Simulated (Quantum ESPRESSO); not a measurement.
## Al: energy-loss spectrum with PBE

Al:

```
CELL_PARAMETERS angstrom
2.88554 0.00000 0.00000
-1.44277 2.49895 0.00000
0.00000 0.00000 4.99332
ATOMIC_POSITIONS crystal
Al 0.33333 0.66667 0.25000
Al 0.66667 0.33333 0.75000
```

This isn't the form of Al at room conditions, which is fcc.

The cell isn't the ideal one: volume scaled by 1.08.

```
Program             : Quantum ESPRESSO 7.5
Task                : energy-loss spectrum
Functional          : PBE
Potentials or basis : PseudoDojo 0.4 SR PBE stringent
Cutoff              : 544 eV
Density cutoff      : 2177 eV
k mesh              : 11 × 11 × 6
Occupations         : methfessel-paxton, width 0.2 eV
Spin                : no spin polarisation
Iterations          : 300
Mixing beta         : 0.5
Most SCF iterations : 120
SCF threshold       : 4e-10 Ry
Startingwfc         : random
Diagonalization     : rmm-davidson
Mixing mode         : local-TF
```

The pressure is -5.0 GPa and the band gap on the k mesh is none (metal or under the smearing width). The peak of the energy-loss function is 19.8 eV.

Stress tensor (GPa, compression positive):
```
-3.93  0.00  0.00
 0.00 -3.93  0.00
 0.00  0.00 -7.10
```

Levels at points of the mesh, in eV from the Fermi level:
| k point | band 1 | band 2 | band 3 | band 4 | band 5 | band 6 | band 7 |
| --- | --- | --- | --- | --- | --- | --- | --- |
| (0.00, 0.00, 0.00) | -10.58 | -4.97 | -4.54 | 10.72 | 10.72 | 10.78 | 11.16 |
| (0.00, 0.00, -0.50) | -9.11 | -9.11 | 2.25 | 2.25 | 11.89 | 11.89 | 11.89 |

Energy-loss function at q = [0.84853, 0.84853, 0.0] (Å⁻¹, cartesian):
```json
{"energy (eV)": "0.0", "loss": "0.000"}
{"energy (eV)": "1.8", "loss": "0.012"}
{"energy (eV)": "3.4", "loss": "0.063"}
{"energy (eV)": "5.2", "loss": "0.114"}
{"energy (eV)": "7.0", "loss": "0.184"}
{"energy (eV)": "8.6", "loss": "0.251"}
{"energy (eV)": "10.4", "loss": "0.282"}
{"energy (eV)": "12.2", "loss": "0.348"}
{"energy (eV)": "13.8", "loss": "0.514"}
{"energy (eV)": "15.6", "loss": "0.704"}
{"energy (eV)": "17.4", "loss": "1.039"}
{"energy (eV)": "19.0", "loss": "2.968"}
{"energy (eV)": "20.8", "loss": "2.123"}
{"energy (eV)": "22.4", "loss": "0.509"}
{"energy (eV)": "24.2", "loss": "0.212"}
{"energy (eV)": "26.0", "loss": "0.121"}
{"energy (eV)": "27.6", "loss": "0.080"}
{"energy (eV)": "29.4", "loss": "0.054"}
{"energy (eV)": "31.2", "loss": "0.040"}
{"energy (eV)": "32.8", "loss": "0.033"}
{"energy (eV)": "34.6", "loss": "0.030"}
{"energy (eV)": "36.4", "loss": "0.030"}
{"energy (eV)": "38.0", "loss": "0.029"}
{"energy (eV)": "39.8", "loss": "0.025"}
```

Run time: 9 min on 1 thread of Arm Neoverse V1, with other jobs on the host, peak memory 0.71 GiB.
